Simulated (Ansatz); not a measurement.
The system is GaN.

```xyz
4
Lattice="3.1800 0.0000 0.0000 -1.5900 2.7540 0.0000 0.0000 0.0000 5.1660" Properties=species:S:1:pos:R:3 pbc="T T T"
Ga    1.5900    0.9180    2.5830
Ga    0.0000    1.8360    0.0000
N     1.5900    0.9180    4.5203
N     0.0000    1.8360    1.9373
```

```yaml
Program: Ansatz 0.2.0
Task: relaxation of cell and atoms
Functional: RPBE
Dispersion: D3(BJ)
Potentials_or_basis: Ansatz PAW
Cutoff: "420 eV (not typed: the program's choice for these potentials)"
k_mesh: 10 × 10 × 5
Occupations: fermi-dirac, width 0.05 eV
Spin: no spin polarisation
```

At the start: volume 11.31 Å³/atom.

Where does the relaxation end?

It ends after 8 steps and the volume is 10.84 Å³/atom (-4.2 %); space group P6_3mc (No. 186, to 0.05 Å).

The path:
```csv
step,energy change (eV),largest force (eV/Å),volume (Å³)
1,0.0000,0.1528,45.24
2,-0.0463,0.1029,44.10
3,-0.0571,0.0237,43.31
4,-0.0571,0.0096,43.35
5,-0.0571,0.0016,43.38
6,-0.0524,0.0016,43.38
7,-0.0525,0.0001,43.35
8,-0.0524,0.0001,43.35
```

Final structure:
```xyz
4
Lattice="3.1339 0.0000 0.0000 -1.5669 2.7140 0.0000 0.0000 0.0000 5.0963" Properties=species:S:1:pos:R:3 pbc="T T T"
Ga    1.5669    0.9047    2.5430
Ga    0.0000    1.8093   -0.0051
N     1.5669    0.9047    4.4644
N     0.0000    1.8093    1.9163
```

Caveat: the plane-wave basis is chosen anew once the cell has moved, so the energies of steps on either side of that aren't comparable; the pressure holds a Pulay correction of +0.5 GPa for the finite cutoff; the PAW data sets come from PBE, with cores solved anew for the run's functional, which leaves a small shift of forces and pressure.
